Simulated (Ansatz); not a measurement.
# Br: the cost of one run

Program: Ansatz 0.2.0. Level of theory: DFT PBE, scalar-relativistic, plane waves, PAW. These are calculated values, not measurements.

1 further run of the same task is left out (it didn't finish).

## (1) The starting structure

Symmetry: Pm-3m, No. 221, cubic system. Conventional cell: a = 4.598 Å, b = 4.598 Å, c = 4.598 Å, α = 90.00°, β = 90.00°, γ = 90.00°. Br (site symmetry 4/mmm) has 8 Br at 3.25 Å as nearest neighbours.

As a file:

```
CELL_PARAMETERS angstrom
4.59764 0.00000 0.00000
0.00000 4.59764 0.00000
0.00000 0.00000 4.59764
ATOMIC_POSITIONS crystal
Br 0.50000 0.00000 0.00000
Br 0.00000 0.50000 0.00000
Br 0.00000 0.00000 0.50000
```

The structure comes from the Materials Project (structure only).

## (2) A distortion that keeps the symmetry

What differs from the listed cell: strain xx, yy, zz, yz, xz, xy = -1.3, -1.3, -1.3, +0.0, +0.0, +0.0 %.

input.yaml

```yaml
crystal:
  lattice:
    - [4.536583719, 0.0, 0.0]
    - [0.0, 4.536583719, 0.0]
    - [0.0, 0.0, 4.536583719]
  atoms:
    - { symbol: Br, position: [0.5, 0.0, 0.0], spin: 1.0 }
    - { symbol: Br, position: [0.0, 0.5, 0.0], spin: 1.0 }
    - { symbol: Br, position: [0.0, 0.0, 0.5], spin: 1.0 }
basis:
  ecutwfc: 420
kpoints:
  mp_grid: { grid: [10, 10, 10] }
hamiltonian:
  xc: pbe
scf:
  occupations: { method: gaussian, width: 0.1 }
output:
  forces: true
  stress: true
  eigenvalues: true
  populations: true
magnetization:
  spin_polarized: true
```

Command:

```
$ ansatz run input.yaml --threads 1 --pin off --max-ram 2560MiB --backend cpu --events-out ev --progress --plain --runs-dir out
```

What time and memory should one allow on 1 thread of an x86-64 CPU, shared host?

About 30 s, with a peak of 0.43 GiB.
